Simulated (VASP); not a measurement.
# MgTe (P6_3mc) in VASP: settings compared

One crystal, MgTe, is run at these levels: PBEsol, HSE06, LDA; tasks: relaxation of cell and atoms.

Program: VASP 6.6.1. These are calculated values, not measurements. Logs are shortened: lines on timing, memory, paths and dates and some standing lists are left out, and cuts for length are marked.

## 1. The structure

The structure is hexagonal, space group P6_3mc (No. 186). Conventional cell: a = 4.520 Å, b = 4.520 Å, c = 7.330 Å, α = 90.00°, β = 90.00°, γ = 120.00°. Mg (site symmetry 3m) is surrounded by 4 Te at 2.74 to 2.82 Å. Around Te (site symmetry 3m) lie 4 Mg at 2.74 to 2.82 Å.

## 2. Relaxation of cell and atoms, PBEsol

Input file INCAR:

```
SYSTEM = MgTe
PREC = Accurate
ENCUT = 600
EDIFF = 1E-6
ISMEAR = 0
SIGMA = 0.03
LREAL = .False.
LASPH = .True.
NELM = 80
ALGO = Normal
ISIF = 3
LWAVE = .False.
LCHARG = .False.
GGA = PS
IBRION = 2
NSW = 90
EDIFFG = -0.01
KPAR = 4
```

Input file KPOINTS:

```
regular mesh
0
Gamma
  9 9 4
  0 0 0
```

Input file POSCAR:

```
MgTe
1.0
    4.5200000000      0.0000000000      0.0000000000
   -2.2600000000      3.9144348251      0.0000000000
    0.0000000000      0.0000000000      7.3300000000
Mg Te
2 2
Direct
    0.3333333333      0.6666666667      0.0000000000
    0.6666666667      0.3333333333      0.5000000000
    0.3333333333      0.6666666667      0.3850000000
    0.6666666667      0.3333333333      0.8850000000
```

Potentials or basis: VASP PAW PBE potentials, release 64 (Mg, Te).

Command:

```sh
> cat potpaw_PBE.64/Mg/POTCAR potpaw_PBE.64/Te/POTCAR > POTCAR
> mpirun -np 4 vasp_std > vasp.out
```

OUTCAR:

```text
SYSTEM = MgTe
   PREC = Accurate
   ENCUT = 600
   EDIFF = 1E-6
   ISMEAR = 0
   LREAL = .False.
   LASPH = .True.
   NELM = 80
   ISIF = 3
   GGA = PS
   IBRION = 2
   NSW = 90
   EDIFFG = -0.01

 ion  position               nearest neighbor table
   1  0.333  0.667  0.000-   4 2.74   4 2.74   4 2.74   3 2.82
   2  0.667  0.333  0.500-   3 2.74   3 2.74   3 2.74   4 2.82
   3  0.333  0.667  0.385-   2 2.74   2 2.74   2 2.74   1 2.82
   4  0.667  0.333  0.885-   1 2.74   1 2.74   1 2.74   2 2.82

  LATTYP: Found a hexagonal cell.
 ALAT       =     4.5200000000
 C/A-ratio  =     1.6216814159

  Lattice vectors:

 A1 = (   4.5200000000,   0.0000000000,   0.0000000000)
 A2 = (  -2.2600000000,   3.9144348251,   0.0000000000)
 A3 = (   0.0000000000,   0.0000000000,   7.3300000000)

Analysis of symmetry for initial positions (statically):
=====================================================================
 Subroutine PRICEL returns:
 Original cell was already a primitive cell.

 Routine SETGRP: Setting up the symmetry group for a
 hexagonal supercell.

 Subroutine GETGRP returns: Found 12 space group operations
 (whereof  6 operations were pure point group operations)
 out of a pool of 24 trial point group operations.

The static configuration has the point symmetry C_3v.
 The point group associated with its full space group is C_6v.

Analysis of symmetry for dynamics (positions and initial velocities):
=====================================================================
 Subroutine PRICEL returns:
 Original cell was already a primitive cell.

 Routine SETGRP: Setting up the symmetry group for a
 hexagonal supercell.

 Subroutine GETGRP returns: Found 12 space group operations
 (whereof  6 operations were pure point group operations)
 out of a pool of 24 trial point group operations.

The dynamic configuration has the point symmetry C_3v.
 The point group associated with its full space group is C_6v.

 Subroutine INISYM returns: Found 12 space group operations
 (whereof  6 operations are pure point group operations),
 and found     1 'primitive' translations

----------------------------------------------------------------------------------------

                                     Primitive cell

  volume of cell :     129.6915

  direct lattice vectors                    reciprocal lattice vectors
     4.520000000  0.000000000  0.000000000     0.221238938  0.127732360  0.000000000
    -2.260000000  3.914434825  0.000000000     0.000000000  0.255464721  0.000000000
     0.000000000  0.000000000  7.330000000     0.000000000  0.000000000  0.136425648

  length of vectors
     4.520000000  4.520000000  7.330000000     0.255464721  0.255464721  0.136425648

  position of ions in fractional coordinates (direct lattice)
     0.333333333  0.666666667  0.000000000
     0.666666667  0.333333333  0.500000000
     0.333333333  0.666666667  0.385000000
     0.666666667  0.333333333  0.885000000

  ion indices of the primitive-cell ions
   primitive index   ion index
                 1           1
                 2           2
                 3           3
                 4           4

----------------------------------------------------------------------------------------

 KPOINTS: regular mesh

Automatic generation of k-mesh.
 Grid dimensions read from file:
 generate k-points for:    9    9    4

 Generating k-lattice:

  Cartesian coordinates                     Fractional coordinates (reciprocal lattice)
     0.024582104  0.014192484  0.000000000     0.111111111  0.000000000  0.000000000
     0.000000000  0.028384969  0.000000000     0.000000000  0.111111111  0.000000000
     0.000000000  0.000000000  0.034106412     0.000000000  0.000000000  0.250000000

  Length of vectors
     0.028384969  0.028384969  0.034106412

  Shift w.r.t. Gamma in fractional coordinates (k-lattice)
     0.000000000  0.000000000  0.000000000

 Subroutine IBZKPT returns following result:
 ===========================================

 Found     36 irreducible k-points:

 Following reciprocal coordinates:
            Coordinates               Weight
  0.000000  0.000000  0.000000      1.000000
  0.111111  0.000000  0.000000      6.000000
  0.222222 -0.000000  0.000000      6.000000
  0.333333 -0.000000  0.000000      6.000000
  0.444444 -0.000000  0.000000      6.000000
  0.111111  0.111111  0.000000      6.000000
[... 16 lines left out ...]
  0.333333  0.222222  0.250000     24.000000
  0.333333  0.333333  0.250000      4.000000
 [... further k-points ...]
   k-points           NKPTS =     36   k-points in BZ     NKDIM =     36   number of bands    NBANDS=     12
   number of dos      NEDOS =    301   number of ions     NIONS =      4
   total plane-waves  NPLWV =  77760
   dimension x,y,z NGX =    36 NGY =   36 NGZ =   60
   dimension x,y,z NGXF=    72 NGYF=   72 NGZF=  120
   ions per type =               2   2
   NGX,Y,Z   is equivalent  to a cutoff of  13.24, 13.24, 13.61 a.u.
[... 13 lines left out ...]
   EDIFFG = -.1E-01   stopping-criterion for IOM
   NSW    =     90    number of steps for IOM
   IBRION =      2    ionic relax: 0-MD 1-quasi-New 2-CG
   NFREE  =      1    steps in history (QN), initial steepest desc. (CG)
   ISIF   =      3    stress and relaxation
   ISYM   =      2    0-nonsym 1-usesym 2-fastsym
   POTIM  = 0.5000    time-step for ionic-motion
   TEBEG  =    0.0;   TEEND  =   0.0 temperature during run
   PSTRESS=    0.0 pullay stress
   NELECT =      16.0000    total number of electrons
   NUPDOWN=      -1.0000    fix difference up-down
   EMIN   =  10.00;   EMAX   =-10.00  energy-range for DOS
   EFERMI =   0.00;   METHOD = LEGACY
   ISMEAR =     0;   SIGMA  =   0.03  broadening in eV -4-tet -1-fermi 0-gaus
   EFERMI_NEDOS =   21; number of points for ismear=-14 and -15
   IALGO  =     38    algorithm
   IMIX   =      4    mixing-type and parameters
     AMIX     =   0.40;   BMIX     =  1.00
     AMIX_MAG =   1.60;   BMIX_MAG =  1.00
  volume/ion in A,a.u.               =      32.42       218.80
  Fermi-wavevector in a.u.,A,eV,Ry     =   0.814975  1.540080  9.036777  0.664184
  Thomas-Fermi vector in A             =   1.924979
   LORBIT       =      0    0 simple, 1 ext, 2 COOP (PROOUT), +10 PAW based schemes
   GGA     = PS    functional components
   LHFCALC =     F    Hartree Fock is set to
   AEXX    =    0.0000 exact exchange contribution
   IVDW    =     0    specifies the selected vdW correction
   LEPSILON=     F    determine dielectric tensor
   LRPA    =     F    only Hartree local field effects (RPA)
 conjugate gradient relaxation of ions
 non-spin polarized calculation
 Gauss-broadening in eV      SIGMA  =   0.03
  energy-cutoff  :      600.00
  volume of cell :      129.69
 maximum number of plane-waves:      4377
   NGX = 19   NGY = 19   NGZ = 29

--------------------------------------- Ionic step        1  -------------------------------------------

 number of electron      16.0000000 magnetization

 Free energy of the ion-electron system (eV)
  ---------------------------------------------------
  ext. energy  EPLUGINS =         0.00000000
  ---------------------------------------------------
  free energy    TOTEN  =       -13.76539250 eV

  energy without entropy =      -13.76539250  energy(sigma->0) =      -13.76539250

------------------------ aborting loop because EDIFF is reached ----------------------------------------

  FORCE on cell =-STRESS in cart. coord.  units (eV):
  Direction    XX          YY          ZZ          XY          YZ          ZX
  --------------------------------------------------------------------------------------
  -------------------------------------------------------------------------------------
  Total        1.3376979      1.3376979      0.2277941      0.0000000      0.0000000      0.0000000
  in kB       16.5255971     16.5255971      2.8141129      0.0000000      0.0000000      0.0000000
  external PRESSURE =      11.9551024 kB  Pullay stress =       0.0000000 kB
[... 289 lines left out ...]
  energy  without entropy=      -13.7927389448  energy(sigma->0) =      -13.79273894

--------------------------------------- Ionic step        9  -------------------------------------------

 number of electron      16.0000001 magnetization

 Free energy of the ion-electron system (eV)
  ---------------------------------------------------
  ext. energy  EPLUGINS =         0.00000000
  ---------------------------------------------------
  free energy    TOTEN  =       -13.79277122 eV

  energy without entropy =      -13.79277122  energy(sigma->0) =      -13.79277122

 E-fermi :   2.0349     XC(G=0):  -8.0324

 val. band max:        1.8852990797   @ k =   0.0000   0.0000   0.0000
 cond. band min:       4.2752902434   @ k =   0.0000   0.0000   0.0000
 fundamental gap:      2.3899911637
 Fermi energy:         2.0348852979

 k-point     1 :       0.0000    0.0000    0.0000
  band No.  band energies     occupation
      1      -8.4004      2.00000
      2      -7.7822      2.00000
      3      -1.4247      2.00000
      4       1.3782      2.00000
      5       1.3782      2.00000
      6       1.8702      2.00000
      7       1.8702      2.00000
      8       1.8853      2.00000
      9       4.2753      0.00000
     10       4.8011      0.00000
     11       7.1212      0.00000
     12       7.1212      0.00000
[... 331 lines left out ...]
 k-point    24 :       0.3333    0.3333    0.2500
  band No.  band energies     occupation
      1      -7.6389      2.00000
      2      -7.6389      2.00000
      3      -0.9485      2.00000
      4      -0.9485      2.00000
      5      -0.4188      2.00000
      6       0.2840      2.00000
      7       0.8642      2.00000
      8       0.8642      2.00000
      9       5.7721      0.00000
     10       6.4331      0.00000
     11       6.4331      0.00000
     12       7.8029      0.00000

 [... further k-points ...]

------------------------ aborting loop because EDIFF is reached ----------------------------------------

  FORCE on cell =-STRESS in cart. coord.  units (eV):
  Direction    XX          YY          ZZ          XY          YZ          ZX
  --------------------------------------------------------------------------------------
  -------------------------------------------------------------------------------------
  Total        0.0066498      0.0066498      0.0138164      0.0000000      0.0000000      0.0000000
  in kB        0.0797534      0.0797534      0.1657050      0.0000000      0.0000000      0.0000000
  external PRESSURE =       0.1084040 kB  Pullay stress =       0.0000000 kB
[... 19 lines left out ...]
  FREE ENERGIE OF THE ION-ELECTRON SYSTEM (eV)
  ---------------------------------------------------
  free  energy   TOTEN  =       -13.7927712180 eV

  energy  without entropy=      -13.7927712180  energy(sigma->0) =      -13.79277122

 reached required accuracy - stopping structural energy minimisation
```

Run time: 57 s. Hardware: 4 MPI ranks of Intel Xeon 6975P-C (Granite Rapids), shared host; peak memory 0.31 GiB.

What came out:

```
Free energy                            : -13.7928 eV
Relaxed volume                         : 33.40 Å³/atom
Relaxed cell                           : a = 4.561 Å, b = 4.561 Å, c = 7.415 Å, α = 90.00°, β = 90.00°, γ = 120.00°
Space group after relaxing (to 0.05 Å) : P6_3mc (No. 186)
Energy gained by relaxing              : 6.8 meV/atom
Ionic steps                            : 9
Pressure after relaxing                : 0.0 GPa
Band gap on the k mesh                 : 2.39 eV, direct
```

The path:
```
step  energy change (eV)  largest force (eV/Å)  pressure (GPa)  volume (Å³)
   1              0.0000                0.2273            1.20       129.69
   2             -0.0242                0.0568           -0.18       134.28
   3             -0.0243                0.0684           -0.09       133.94
   4             -0.0252                0.0426           -0.02       133.67
   5             -0.0256                0.0140            0.07       133.38
   6             -0.0263                0.0134            0.04       133.47
   7             -0.0273                0.0098           -0.02       133.74
   8             -0.0273                0.0098           -0.03       133.75
   9             -0.0274                0.0018            0.01       133.59
```

Final structure:
```xyz
4
Lattice="4.5610 0.0000 0.0000 -2.2805 3.9500 0.0000 0.0000 0.0000 7.4150" Properties=species:S:1:pos:R:3 pbc="T T T"
Mg    0.0000    2.6333    0.0309
Mg    2.2805    1.3167    3.7384
Te    0.0000    2.6333    2.8238
Te    2.2805    1.3167    6.5313
```

Levels at points of the mesh, in eV from the valence-band top:
| k point | band 5 | band 6 | band 7 | band 8 | band 9 | band 10 | band 11 | band 12 |
| --- | --- | --- | --- | --- | --- | --- | --- | --- |
| (0.00, 0.00, 0.00) | -0.51 | -0.02 | -0.02 | 0.00 | 2.39 | 2.92 | 5.24 | 5.24 |
| (0.00, 0.00, 0.50) | -0.27 | -0.27 | -0.27 | -0.27 | 3.40 | 3.40 | 5.49 | 5.49 |

Caveat: the PAW data sets were made with another functional, which shifts forces and pressure a little; spin-orbit coupling is left out, which moves the levels of the heavy elements. Zero-point motion and thermal expansion aren't in these numbers.

## 3. Relaxation of cell and atoms, HSE06

This run uses another cell than the first one, of 33.40 Å³/atom, 1.030 times its volume.

Input file POSCAR:

```
MgTe                                    
1.0
    4.5610422158      0.0000000000      0.0000000000
   -2.2805211079      3.9499784266      0.0000000000
   -0.0000000000      0.0000000000      7.4149902811
  Mg              Te            
     2     2
Direct
     0.3333333332999970    0.6666666667000030    0.0041720793357601
     0.6666666667000030    0.3333333332999970    0.5041720793357602
     0.3333333332999970    0.6666666667000030    0.3808279206642379
     0.6666666667000030    0.3333333332999970    0.8808279206642378
```

Input file INCAR.step1:

```
SYSTEM = MgTe
PREC = Accurate
ENCUT = 520
EDIFF = 1E-5
ISMEAR = 0
SIGMA = 0.03
LREAL = .False.
LASPH = .True.
NELM = 80
ALGO = Normal
LWAVE = .True.
LCHARG = .False.
KPAR = 4
GGA = PE
```

Input file INCAR.step2:

```
SYSTEM = MgTe
PREC = Accurate
ENCUT = 520
EDIFF = 1E-6
ISMEAR = 0
SIGMA = 0.03
LREAL = .False.
LASPH = .True.
NELM = 80
ALGO = Normal
ISIF = 3
LWAVE = .False.
LCHARG = .False.
GGA = PE
LHFCALC = .True.
HFSCREEN = 0.2
PRECFOCK = Fast
IBRION = 2
NSW = 25
EDIFFG = -0.01
KPAR = 4
ISTART = 1
```

Input file KPOINTS:

```
regular mesh
0
Gamma
  6 6 3
  0 0 0
```

Potentials or basis: VASP PAW PBE potentials, release 64 (Mg, Te).

Command:

```sh
> cat potpaw_PBE.64/Mg/POTCAR potpaw_PBE.64/Te/POTCAR > POTCAR
> cp INCAR.step1 INCAR
> mpirun -np 4 vasp_std > vasp.out
> cp INCAR.step2 INCAR
> mpirun -np 4 vasp_std > vasp.out
```

Wall time 4.4 min (4 MPI ranks of Intel Xeon 6975P-C (Granite Rapids), shared host); peak memory 0.4 GiB.

The run converged. Its results:

- Free energy: -15.1571 eV
- Relaxed volume: 33.64 Å³/atom
- Relaxed cell: a = 4.572 Å, b = 4.572 Å, c = 7.434 Å, α = 90.00°, β = 90.00°, γ = 120.00°
- Space group after relaxing (to 0.05 Å): P6_3mc (No. 186)
- Energy gained by relaxing: 0.2 meV/atom
- Ionic steps: 2
- Pressure after relaxing: 0.0 GPa
- Band gap on the k mesh: 3.24 eV, direct

Step by step:
```
step  energy change (eV)  largest force (eV/Å)  pressure (GPa)  volume (Å³)
   1              0.0000                0.0000            0.24       133.59
   2             -0.0006                0.0016           -0.03       134.56
```

Final structure:
```
Mg Te
1.0
     4.57164    0.00000    0.00000
    -2.28582    3.95916    0.00000
     0.00000    0.00000    7.43404
Mg Te
2 2
Cartesian
  0.0000 2.6394 0.0310
  2.2858 1.3197 3.7480
  0.0000 2.6394 2.8311
  2.2858 1.3197 6.5481
```

Levels at points of the mesh, in eV from the valence-band top:
```csv
k point,band 4,band 5,band 6,band 7,band 8,band 9,band 10,band 11,band 12
"(0.00, 0.00, 0.00)",-0.54,-0.54,-0.01,-0.01,0.00,3.24,3.78,6.20,6.20
"(0.50, 0.00, 0.00)",-2.84,-2.13,-1.34,-1.06,-0.49,3.95,4.71,5.09,6.41
```

Caveat: the PAW data sets were made with another functional, which shifts forces and pressure a little; spin-orbit coupling is left out, which moves the levels of the heavy elements. Zero-point motion and thermal expansion aren't in these numbers.

## 4. Relaxation of cell and atoms, LDA

Input file INCAR:

```
PREC = Accurate
ENCUT = 600
EDIFF = 1E-6
ISMEAR = 0
SIGMA = 0.03
LREAL = False
LASPH = True
NELM = 80
ALGO = Normal
ISIF = 3
LWAVE = False
LCHARG = False
IBRION = 2
NSW = 90
EDIFFG = -0.01
```

Input file KPOINTS:

```
regular mesh
0
Gamma
  9 9 4
```

Input file POSCAR:

```
MgTe
1.0
    4.5200000000      0.0000000000      0.0000000000
   -2.2600000000      3.9144348251      0.0000000000
    0.0000000000      0.0000000000      7.3300000000
Mg Te
2 2
Direct
    0.3333333333      0.6666666667      0.0000000000
    0.6666666667      0.3333333333      0.5000000000
    0.3333333333      0.6666666667      0.3850000000
    0.6666666667      0.3333333333      0.8850000000
```

Potentials or basis: VASP PAW LDA potentials, release 64 (Mg, Te).

Command:

```sh
> cat potpaw_LDA.64/Mg/POTCAR potpaw_LDA.64/Te/POTCAR > POTCAR
> mpirun -np 1 vasp_std > vasp.out
```

It took 2.2 min on 1 thread of Intel Xeon Platinum 8488C (Sapphire Rapids), shared host; peak memory 0.27 GiB.

The run converged. Its results:

```
Free energy                            : -14.6199 eV
Relaxed volume                         : 32.27 Å³/atom
Relaxed cell                           : a = 4.508 Å, b = 4.508 Å, c = 7.334 Å, α = 90.00°, β = 90.00°, γ = 120.00°
Space group after relaxing (to 0.05 Å) : P6_3mc (No. 186)
Energy gained by relaxing              : 3.4 meV/atom
Ionic steps                            : 9
Pressure after relaxing                : 0.0 GPa
Band gap on the k mesh                 : 2.45 eV, direct
```

The path:
```csv
step,energy change (eV),largest force (eV/Å),pressure (GPa),volume (Å³)
1,0.0000,0.2213,-0.14,129.69
2,-0.0104,0.0705,-0.03,129.16
3,-0.0107,0.0422,-0.01,129.06
4,-0.0114,0.0365,0.01,129.02
5,-0.0129,0.0185,0.06,128.89
6,-0.0130,0.0214,0.14,128.61
7,-0.0135,0.0013,0.10,128.75
8,-0.0133,0.0001,-0.15,129.58
9,-0.0136,0.0008,0.00,129.09
```

Final structure:
```
Mg Te
1.0
     4.50824    0.00000    0.00000
    -2.25412    3.90425    0.00000
     0.00000    0.00000    7.33396
Mg Te
2 2
Direct
  0.33333 0.66667 0.00424
  0.66667 0.33333 0.50424
  0.33333 0.66667 0.38076
  0.66667 0.33333 0.88076
```

Levels at points of the mesh, in eV from the valence-band top:
```tsv
k point	band 6	band 7	band 8	band 9	band 10	band 11
(0.00, 0.00, 0.00)	-0.01	-0.01	0.00	2.45	2.92	5.23
(0.00, 0.00, 0.50)	-0.28	-0.28	-0.28	3.44	3.44	5.49
```

Caveat: spin-orbit coupling is left out, which moves the levels of the heavy elements. Zero-point motion and thermal expansion aren't in these numbers.

## 5. Summary

| level | potentials or basis | k mesh | cutoff (eV) | grid for exact exchange (PRECFOCK) | screening parameter | gap on the mesh (eV) | pressure (GPa) | relaxed volume (Å³/atom) |
| --- | --- | --- | --- | --- | --- | --- | --- | --- |
| PBEsol | VASP PAW PBE potentials, release 64 (Mg, Te) | 9 × 9 × 4 | 600 | - | - | 2.39 | 0.0 | 33.40 |
| HSE06 | VASP PAW PBE potentials, release 64 (Mg, Te) | 6 × 6 × 3 | 520 | Fast | 0.2 1/A | 3.24 | 0.0 | 33.64 |
| LDA | VASP PAW LDA potentials, release 64 (Mg, Te) | 9 × 9 × 4 | 600 | - | - | 2.45 | 0.0 | 32.27 |

Alike in all rows: task relaxation of cell and atoms; no spin polarisation; cell relaxed; smearing gaussian 0.03 eV.

Caveats: spin-orbit coupling is left out, which moves the levels of the heavy elements; the PAW data sets were made with another functional, which shifts forces and pressure a little (some runs).

Total energies depend on the potentials used, so only differences within one code and one set of settings carry meaning.
